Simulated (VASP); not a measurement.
Here is a VASP 6.6.1 calculation.

The input INCAR:

```
SYSTEM = BAs
ALGO = Normal ; EDIFF = 1E-7
EDIFFG = -0.01 ; ENCUT = 600
GGA = CA ; IBRION = 2
ISIF = 2 ; ISMEAR = 0
LASPH = .TRUE. ; LCHARG = .FALSE.
LREAL = .FALSE. ; LWAVE = .FALSE.
NELM = 80 ; NSW = 40
PREC = Accurate ; SIGMA = 0.03
```

File KPOINTS:

```
k-points
0
G
  10 10 10
  0 0 0
```

Contents of POSCAR:

```
BAs                                     
1.0
    0.0000000000      2.4176505571      2.4176505571
    2.4176505571      0.0000000000      2.4176505571
    2.4176505571      2.4176505571      0.0000000000
  B               As            
     1     1
Direct
     0.0000000000000000    0.0000000000000000    0.0000000000000000
     0.2500000000000000    0.2500000000000000    0.2500000000000000
```

Potentials or basis: VASP PAW LDA potentials, release 64 (B, As).

The run is started by

```console
$ cat potpaw_LDA.64/B/POTCAR potpaw_LDA.64/As/POTCAR > POTCAR
$ mpirun -np 1 vasp_std > vasp.out
```

(1) Predict the band gap on the k mesh.

Results:

(1) 1.15 eV, indirect (least direct gap 3.20 eV).

Caveat: the relaxation stopped at its first step, so nothing moved.
